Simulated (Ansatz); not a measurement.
GdN in the rocksalt structure

Level of theory: DFT, PBE, scalar-relativistic, collinear spin; plane waves to 420 eV with PAW datasets (Ansatz 0.2.0), Γ-centred 12×12×12 mesh, 0.05 eV Gaussian smearing. The datasets are Ansatz's generated set soft_2.

```
Gd N
1.0
     0.00000    2.49280    2.49280
     2.49280    0.00000    2.49280
     2.49280    2.49280    0.00000
Gd N
1 1
Direct
  0.50000 0.50000 0.50000
  0.00000 0.00000 0.00000
```

The start was a prototype's sites filled with these elements; the Crystallography Open Database holds the compound in this structure.

Magnetic state: ferromagnetic, site spin moments Gd 6.86; N -0.09 μB.

The run above is the reference. The same cell was run again with other input settings; several of them aren't fit for production, so the rows show the settings' effect and aren't properties of the material.

```tsv
keys changed	outcome	ΔE (meV/atom)	P (GPa)	gap on the mesh (eV)	cell moment (μB)	largest force component (eV/Å)	SCF iterations	rough core-seconds	new warnings
none (reference)	converged	0.0	-0.1	metal	7.00	0.000	–	–	–
scf.occupations.method: "gaussian" → "cold"; scf.occupations.width: 0.05 → 0.3	converged	0.0	-0.2	metal	7.00	0.000	12	8	–
hamiltonian.pseudopotentials: {"kind": "nc", "accuracy": "standard"}; hamiltonian.xc: "pbe" → "r2scan"	refused	–	–	–	–	–	0	0.1	–
scf.occupations.width: 0.05 → null; scf.occupations.method: "gaussian" → "tetrahedron"	converged	0.2	-0.1	metal	7.00	0.000	16	9	band table not solved further; tetrahedron derivatives may miss energy slope
hamiltonian.hubbard: {"sites": [{"species": "Gd", "l": "f", "u_eff": 4.0}], "double_counting": "amf"}; scf.mixing.preconditioner: "resta"	converged	–	-0.1	metal	7.00	0.000	13	12	filled band counts differ across k points
hamiltonian.dispersion: "d3bj"	converged	–	-4.2	metal	7.00	0.000	12	8	–
scf.algorithm: "direct_min"	converged	0.0	-0.1	metal	7.00	0.000	11	21	–
```

ΔE is the energy with the smearing extrapolated to zero. It is left out where the change alters the Hamiltonian or the spin treatment. The varied runs start from atomic densities (corrected by the program's trained start where that serves), with the default search for lower states unless a row changes it, while the reference went on from a saved state, so a magnet may end in another state whatever the setting.

Task: What happens with these changes: basis.ecutwfc: 420 → "600 eV"?

Result: outcome converged, ΔE (meV/atom) -2.8, P (GPa) -0.1, gap on the mesh (eV) metal, cell moment (μB) 7.00, largest force component (eV/Å) 0.000, SCF iterations 12, rough core-seconds 11.

The pair part of a dispersion correction pulls inward (a three-body part mostly pushes out), and in metals and ionic crystals with large ions it often overbinds.

Around-mean-field double counting counts from each spin's mean occupation, so it hardly shifts a half-filled, fully polarised shell: those rows don't show that a U is idle.

Of the reference: Exchange splits the half-filled 4f shell away from the Fermi level; the metal comes from a small overlap of other bands, which can be the functional's gap error. These numbers lack spin–orbit coupling. The run wasn't fully tested for a lower electronic state. Site moments are of spin, integrated over atomic spheres.
